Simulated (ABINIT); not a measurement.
# KCl (Pm-3m) in ABINIT: settings compared

One crystal, KCl, is run at these levels: PBEsol, LDA, r2SCAN, TB-mBJ; tasks: band structure, equation of state.

All numbers are computed with ABINIT 10.8.3 (patched build); they aren't measurements. Logs are shortened: lines on timing, memory, paths and dates and some standing lists are left out, and cuts for length are marked. The log counts tension as positive stress, the text compression.

## 1. The crystal as given

The structure is cubic, space group Pm-3m (No. 221). The conventional cell has a = 3.839 Å, b = 3.839 Å, c = 3.839 Å, α = 90.00°, β = 90.00°, γ = 90.00°. K (site symmetry m-3m) is surrounded by 8 Cl at 3.32 Å. Cl (site symmetry m-3m) has 8 K at 3.32 Å as nearest neighbours.

Measurements of this composition are mostly on another form, of space group No. 225.

## 2. Band structure, PBEsol

run.abi

```
ndtset 2

pp_dirpath "./"
pseudos "K.upf, Cl.upf"

acell 3.839196 3.839196 3.839196 Angstrom
rprim
     1.0000000000     0.0000000000     0.0000000000
     0.0000000000     1.0000000000     0.0000000000
     0.0000000000     0.0000000000     1.0000000000
ntypat 2
znucl 19 17
natom 2
typat 1 2
xred
     0.0000000000     0.0000000000     0.0000000000
     0.5000000000     0.5000000000     0.5000000000

ecut 1006.821291 eV

ixc -116133

occopt 3
tsmear 0.05 eV

nstep 100

iomode 3
prtwf 0
prteig 0
prtebands 0
enunit 1
prtden1 1

kptopt1 1
ngkpt1 7 7 7
nshiftk1 1
shiftk1 0.0 0.0 0.0
nband1 12
tolvrs1 1.0e-10

iscf2 -2
getden2 1
nband2 18
nbdbuf2 4
tolwfr2 1.0e-11
kptopt2 -5
ndivsm2 8
prteig2 1
prtvol2 -3
kptbounds2
     0.0000000000     0.0000000000     0.0000000000
     0.0000000000     0.5000000000     0.0000000000
     0.5000000000     0.5000000000     0.0000000000
     0.0000000000     0.0000000000     0.0000000000
     0.5000000000     0.5000000000     0.5000000000
     0.0000000000     0.5000000000     0.0000000000
```

Potentials or basis: PseudoDojo NC SR PBEsol v0.4.1 standard.

Run with:

```bash
$ mpirun --bind-to none -np 4 abinit run.abi > log 2>&1
```

run.abo:

```text
.Version 10.8.3 of ABINIT
 DATASET    1 : space group Pm -3 m (#221); Bravais cP (primitive cubic)
================================================================================
 Values of the parameters that define the memory need for DATASET  1.
     intxc =       0    ionmov =       0      iscf =       7    lmnmax =       6
     lnmax =       6     mgfft =      40  mpssoang =       3    mqgrid =    3001
     natom =       2  nloc_mem =       1    nspden =       1   nspinor =       1
    nsppol =       1      nsym =      48    n1xccc =    2501    ntypat =       2
    occopt =       3   xclevel =       2
       mpw =        4119          nfft =       64000          nkpt =          20
================================================================================
================================================================================

 DATASET    2 : space group Pm -3 m (#221); Bravais cP (primitive cubic)
================================================================================
 Values of the parameters that define the memory need for DATASET  2.
     intxc =       0    ionmov =       0      iscf =      -2    lmnmax =       6
     lnmax =       6     mgfft =      40  mpssoang =       3    mqgrid =    3001
     natom =       2  nloc_mem =       1    nspden =       1   nspinor =       1
    nsppol =       1      nsym =      48    n1xccc =    2501    ntypat =       2
    occopt =       3   xclevel =       2
       mpw =        4126          nfft =       64000          nkpt =          53
================================================================================
================================================================================

--------------------------------------------------------------------------------
------------- Echo of variables that govern the present computation ------------
--------------------------------------------------------------------------------
 -outvars: echo values of preprocessed input variables --------
            acell      7.2550289837E+00  7.2550289837E+00  7.2550289837E+00 Bohr
              amu      3.90983000E+01  3.54527000E+01
             ecut      3.70000000E+01 Hartree
           enunit           1
           getden1          0
           getden2          1
             iscf1          7
             iscf2         -2
              ixc     -116133
           jdtset        1    2
           kptopt1          1
           kptopt2         -5
         kptrlatt        7    0    0      0    7    0      0    0    7
          kptrlen1     5.07852029E+01
          kptrlen2     3.00000000E+01
            natom           2
            nband1         12
            nband2         18
           nbdbuf1          0
           nbdbuf2          4
           ndtset           2
           ndivsm1          0
[... 598 lines left out ...]
convergence: {deltae:  0.000E+00, res2:  0.000E+00, residm:  9.983E-12, diffor:  0.000E+00, }
etotal    :  -4.64941572E+01
entropy   :   0.00000000E+00
fermie    :   9.45867970E-02
cartesian_stress_tensor: null
pressure_GPa: null
xred      :
- [  0.0000E+00,   0.0000E+00,   0.0000E+00,  K]
- [  5.0000E-01,   5.0000E-01,   5.0000E-01, Cl]
cartesian_forces: null
force_length_stats: {min: null, max: null, mean: null, }
...

 Integrated electronic density in atomic spheres:
 ------------------------------------------------
 Atom  Sphere_radius  Integrated_density
    1        2.00000          6.90741245
    2        2.00000          5.03332687
================================================================================

 ----iterations are completed or convergence reached----

 Mean square residual over all n,k,spin=   54.040E-13; max=  99.826E-13
 reduced coordinates (array xred) for    2 atoms
       0.000000000000      0.000000000000      0.000000000000
       0.500000000000      0.500000000000      0.500000000000

 cartesian coordinates (angstrom) at end:
    1      0.00000000000000     0.00000000000000     0.00000000000000
    2      1.91959800000000     1.91959800000000     1.91959800000000
 length scales=  7.255028983681  7.255028983681  7.255028983681 bohr
              =  3.839196000000  3.839196000000  3.839196000000 angstroms
 Eigenvalues (   eV  ) for nkpt=  53  k points:
 kpt#   1, nband= 18, wtk=  1.00000, kpt=  0.0000  0.0000  0.0000 (reduced coord)
 -27.00339  -11.66112  -10.45411  -10.45411  -10.45411    0.67919    0.67919    0.67919
   5.50932    7.32822    7.32822   11.43288   11.43288   11.43288   14.24122   14.24122
  16.67705   16.67777
 kpt#   2, nband= 18, wtk=  1.00000, kpt=  0.0000  0.0625  0.0000 (reduced coord)
 -27.00264  -11.66709  -10.45292  -10.45292  -10.44972    0.59731    0.67897    0.67897
   5.60752    7.36052    7.40969   11.41548   11.41548   11.45142   14.08671   14.28143
  16.22579   16.23941
 kpt#   3, nband= 18, wtk=  1.00000, kpt=  0.0000  0.1250  0.0000 (reduced coord)
 -27.00052  -11.68425  -10.44953  -10.44953  -10.43683    0.37923    0.67833    0.67833
   5.87742    7.45665    7.64256   11.37034   11.37034   11.50554   13.67711   14.38228
  15.52636   15.52678
 kpt#   4, nband= 18, wtk=  1.00000, kpt=  0.0000  0.1875  0.0000 (reduced coord)
 -26.99734  -11.71033  -10.44444  -10.44444  -10.41654    0.08546    0.67726    0.67726
   6.26767    7.61401    7.99051   11.31496   11.31496   11.59052   13.11933   14.44950
  14.84914   14.84915
 kpt#   5, nband= 18, wtk=  1.00000, kpt=  0.0000  0.2500  0.0000 (reduced coord)
[... 181 lines left out ...]
   8.65925    8.70779    8.75728   10.43650   10.82998   11.01706   12.48573   13.08767
  13.25337   14.95697
 kpt#  51, nband= 18, wtk=  1.00000, kpt=  0.0909  0.5000  0.0909 (reduced coord)
 -26.98087  -11.77486  -10.44449  -10.43916  -10.35675   -0.82991    0.56611    0.61453
   8.51601    8.72852    8.87376   10.52844   11.04995   11.31034   11.93045   13.07936
  13.09818   14.20592
 kpt#  52, nband= 18, wtk=  1.00000, kpt=  0.0455  0.5000  0.0455 (reduced coord)
 -26.98300  -11.81256  -10.42831  -10.42685  -10.32785   -0.89168    0.64405    0.65736
   8.42577    8.71530    8.98170   10.67485   11.22055   11.49490   11.72956   12.98574
  13.05126   13.51502
 kpt#  53, nband= 18, wtk=  1.00000, kpt=  0.0000  0.5000  0.0000 (reduced coord)
 -26.98374  -11.82543  -10.42263  -10.42263  -10.31780   -0.91365    0.67122    0.67122
   8.39503    8.71168    9.01762   10.78564   11.28579   11.28579   12.02784   12.94492
  12.94492   13.22118

== END DATASET(S) ==============================================================
================================================================================

 -outvars: echo values of variables after computation  --------
            acell      7.2550289837E+00  7.2550289837E+00  7.2550289837E+00 Bohr
           etotal1    -4.6494157192E+01
            fcart1    -0.0000000000E+00 -0.0000000000E+00 -0.0000000000E+00
                      -0.0000000000E+00 -0.0000000000E+00 -0.0000000000E+00
           strten1     4.9496277898E-05  4.9496277898E-05  4.9496277898E-05
                       0.0000000000E+00  0.0000000000E+00  0.0000000000E+00
           xangst      0.0000000000E+00  0.0000000000E+00  0.0000000000E+00
                       1.9195980000E+00  1.9195980000E+00  1.9195980000E+00
             xred      0.0000000000E+00  0.0000000000E+00  0.0000000000E+00
                       5.0000000000E-01  5.0000000000E-01  5.0000000000E-01
 Calculation completed.
```

Wall time 45 s (4 MPI ranks of Intel Xeon Platinum 8488C (Sapphire Rapids), shared host); peak memory 0.4 GiB.

Results:

```yaml
Free_energy: -1265.1705 eV
Pressure: -1.5 GPa
Band_gap_on_the_k_mesh: 4.64 eV, indirect (least direct gap 4.83 eV)
Band_gap_along_the_path: 4.62 eV, indirect (least direct gap 4.83 eV)
Valence_electrons_inside_the_program's_atomic_spheres: K 6.91; Cl 5.03
```

Levels at the corners of the path, in eV from the valence-band top:
```
point  band 4  band 5  band 6  band 7  band 8  band 9  band 10  band 11  band 12  band 13
    Γ  -11.34  -11.34   -0.21   -0.21   -0.21    4.62     6.44     6.44    10.55    10.55
    X  -11.31  -11.20   -1.80   -0.22   -0.22    7.51     7.83     8.13     9.90    10.40
    M  -11.57  -11.29   -1.22   -1.22    0.00    6.04     7.15     8.84     8.84    11.15
    Γ  -11.34  -11.34   -0.21   -0.21   -0.21    4.62     6.44     6.44    10.55    10.55
    R  -11.51  -11.51   -1.34   -1.34   -1.34    8.61     8.61     8.61     9.80     9.80
    X  -11.31  -11.20   -1.80   -0.22   -0.22    7.51     7.83     8.13     9.90    10.40
```

## 3. Band structure, LDA

Edit run.abi of step 2 so:

```diff
@@ -3,3 +3,3 @@
 pp_dirpath "./"
-pseudos "K.upf, Cl.upf"
+pseudos "K.LDA_PW-JTH.xml, Cl.LDA_PW-JTH.xml"
 
@@ -18,5 +18,6 @@
 
-ecut 1006.821291 eV
+ecut 680.284656 eV
+pawecutdg 47.0
 
-ixc -116133
+ixc 7
 
@@ -39,3 +40,3 @@
 nband1 12
-tolvrs1 1.0e-10
+tolvrs1 1.0e-9
```

Potentials or basis: JTH PAW LDA v2.0.

Run with:

```bash
$ mpirun --bind-to none -np 4 abinit run.abi > log 2>&1
```

Wall time 18 s (4 MPI ranks of Intel Xeon Platinum 8488C (Sapphire Rapids), shared host); peak memory 0.4 GiB.

The run converged. Its results:

```yaml
Free_energy: -1193.5247 eV
Pressure: -3.1 GPa
Band_gap_on_the_k_mesh: 4.38 eV, indirect (least direct gap 4.57 eV)
Band_gap_along_the_path: 4.36 eV, indirect (least direct gap 4.57 eV)
Valence_electrons_inside_the_program's_atomic_spheres: K 7.13; Cl 4.33
```

Levels at the corners of the path, in eV from the valence-band top:
```tsv
point	band 6	band 7	band 8	band 9	band 10	band 11
Γ	-0.21	-0.21	-0.21	4.36	6.24	6.24
X	-1.85	-0.22	-0.22	7.30	7.60	7.90
M	-1.24	-1.24	0.00	5.81	6.97	8.68
Γ	-0.21	-0.21	-0.21	4.36	6.24	6.24
R	-1.36	-1.36	-1.36	8.40	8.40	8.40
X	-1.85	-0.22	-0.22	7.30	7.60	7.90
```

As with any semilocal functional, this LDA gap is likely too small.

## 4. Band structure, r2SCAN

Edit run.abi of step 3 so:

```diff
@@ -3,3 +3,3 @@
 pp_dirpath "./"
-pseudos "K.LDA_PW-JTH.xml, Cl.LDA_PW-JTH.xml"
+pseudos "K.GGA_PBE-JTH.xml, Cl.GGA_PBE-JTH.xml"
 
@@ -18,6 +18,8 @@
 
-ecut 680.284656 eV
-pawecutdg 47.0
+ecut 816.341587 eV
+pawecutdg 52.0
 
-ixc 7
+ixc -497498
+usekden 1
+pawxcdev 0
 
@@ -34,2 +36,3 @@
 prtden1 1
+prtkden1 1
 
@@ -40,3 +43,3 @@
 nband1 12
-tolvrs1 1.0e-9
+tolvrs1 1.0e-7
 
@@ -44,2 +47,3 @@
 getden2 1
+getkden2 1
 nband2 18
```

Potentials or basis: JTH PAW PBE v2.0.

Run with:

```bash
$ mpirun --bind-to none -np 4 abinit run.abi > log 2>&1
```

Run time: 81 s. Hardware: 4 MPI ranks of Intel Xeon Platinum 8488C (Sapphire Rapids), shared host; peak memory 0.52 GiB.

It converged, with:

* Free energy: -1047.3081 eV
* Pressure: -1.1 GPa
* Band gap on the k mesh: 5.57 eV, indirect (least direct gap 5.76 eV)
* Band gap along the path: 5.55 eV, indirect (least direct gap 5.76 eV)
* Valence electrons inside the program's atomic spheres: K 7.16; Cl 4.36

Levels at the corners of the path, in eV from the valence-band top:
```tsv
point	band 4	band 5	band 6	band 7	band 8	band 9	band 10	band 11	band 12	band 13
Γ	-11.74	-11.74	-0.21	-0.21	-0.21	5.55	7.15	7.15	11.43	11.43
X	-11.71	-11.63	-1.75	-0.21	-0.21	8.43	8.54	9.01	10.74	11.32
M	-11.96	-11.69	-1.21	-1.21	0.00	6.82	8.01	9.66	9.66	12.18
Γ	-11.74	-11.74	-0.21	-0.21	-0.21	5.55	7.15	7.15	11.43	11.43
R	-11.91	-11.91	-1.32	-1.32	-1.32	9.44	9.44	9.44	10.72	10.72
X	-11.71	-11.63	-1.75	-0.21	-0.21	8.43	8.54	9.01	10.74	11.32
```

Caveat: totals of a meta-GGA on PAW files have another zero than those of a GGA; the PAW data sets were made with another functional, which shifts forces and pressure a little.

## 5. Band structure, TB-mBJ

Edit run.abi of step 4 so:

```diff
@@ -3,3 +3,3 @@
 pp_dirpath "./"
-pseudos "K.GGA_PBE-JTH.xml, Cl.GGA_PBE-JTH.xml"
+pseudos "K.LDA_PW-JTH.xml, Cl.LDA_PW-JTH.xml"
 
@@ -21,3 +21,3 @@
 
-ixc -497498
+ixc -208012
 usekden 1
@@ -29,2 +29,5 @@
 nstep 100
+diemix 0.3
+optforces 0
+optstress 0
```

Potentials or basis: JTH PAW LDA v2.0.

Run with:

```bash
$ mpirun --bind-to none -np 4 abinit run.abi > log 2>&1
```

run.abo:

```text
.Version 10.8.3 of ABINIT
 DATASET    1 : space group Pm -3 m (#221); Bravais cP (primitive cubic)
================================================================================
 Values of the parameters that define the memory need for DATASET  1.
     intxc =       0    ionmov =       0      iscf =       7    lmnmax =      13
     lnmax =       5     mgfft =      36  mpssoang =       3    mqgrid =    3001
     natom =       2  nloc_mem =       2    nspden =       1   nspinor =       1
    nsppol =       1      nsym =      48    n1xccc =       1    ntypat =       2
    occopt =       3   xclevel =       2
       mpw =        3013          nfft =       46656          nkpt =          20
Pmy_natom=         1
 PAW method is used; the additional fine FFT grid is defined by:
   mgfftf=        48    nfftf =    110592
[... 934 lines left out ...]
 -27.50325  -11.16795  -10.15999  -10.15732  -10.04841    0.44337    1.40738    1.43752
  11.73683   11.90383   12.15420   12.78695   13.14761   13.30966   13.98226   14.93859
  15.22411   16.40623
 kpt#  52, nband= 18, wtk=  1.00000, kpt=  0.0455  0.5000  0.0455 (reduced coord)
 -27.50451  -11.19842  -10.15094  -10.15021  -10.02599    0.40868    1.46198    1.47023
  11.72072   12.02872   12.27569   12.95885   13.18229   13.38997   13.57632   15.01861
  15.17993   15.72906
 kpt#  53, nband= 18, wtk=  1.00000, kpt=  0.0000  0.5000  0.0000 (reduced coord)
 -27.50494  -11.20858  -10.14778  -10.14778  -10.01812    0.39630    1.48093    1.48093
  11.71611   12.08147   12.30780   13.13176   13.13176   13.32400   13.53712   15.16254
  15.16254   15.32793

== END DATASET(S) ==============================================================
================================================================================

 -outvars: echo values of variables after computation  --------
            acell      7.2550289837E+00  7.2550289837E+00  7.2550289837E+00 Bohr
           etotal1    -3.5386761617E+01
            fcart1     9.9999999999E+99  9.9999999999E+99  9.9999999999E+99
                       9.9999999999E+99  9.9999999999E+99  9.9999999999E+99
           strten1     9.9999999999E+99  9.9999999999E+99  9.9999999999E+99
                       9.9999999999E+99  9.9999999999E+99  9.9999999999E+99
           xangst      0.0000000000E+00  0.0000000000E+00  0.0000000000E+00
                       1.9195980000E+00  1.9195980000E+00  1.9195980000E+00
             xred      0.0000000000E+00  0.0000000000E+00  0.0000000000E+00
                       5.0000000000E-01  5.0000000000E-01  5.0000000000E-01
 Calculation completed.
```

Wall time 5.1 min (4 MPI ranks of Intel Xeon Platinum 8488C (Sapphire Rapids), shared host); peak memory 0.52 GiB.

What came out:

```
Band gap on the k mesh                                : 8.02 eV, indirect (least direct gap 8.15 eV)
Band gap along the path                               : 8.00 eV, indirect (least direct gap 8.15 eV)
Valence electrons inside the program's atomic spheres : K 7.28; Cl 4.49
```

Levels at the corners of the path, in eV from the valence-band top:
```
point  band 5  band 6  band 7  band 8  band 9  band 10  band 11  band 12
    Γ  -11.79   -0.15   -0.15   -0.15    8.00     8.84     8.84    11.40
    X  -11.64   -1.23   -0.14   -0.14   10.09    10.46    10.69    11.51
    M  -11.76   -0.91   -0.91    0.00    8.77     9.22    10.22    10.22
    Γ  -11.79   -0.15   -0.15   -0.15    8.00     8.84     8.84    11.40
    R  -11.89   -0.97   -0.97   -0.97   11.14    11.14    11.14    11.16
    X  -11.64   -1.23   -0.14   -0.14   10.09    10.46    10.69    11.51
```

Caveat: the constant c of TB-mBJ comes from the pseudo density here, which moves gaps by up to 0.3 eV between sets of potentials; the PAW data sets were made with another functional, which shifts forces and pressure a little.

[end of part 1 of 2]
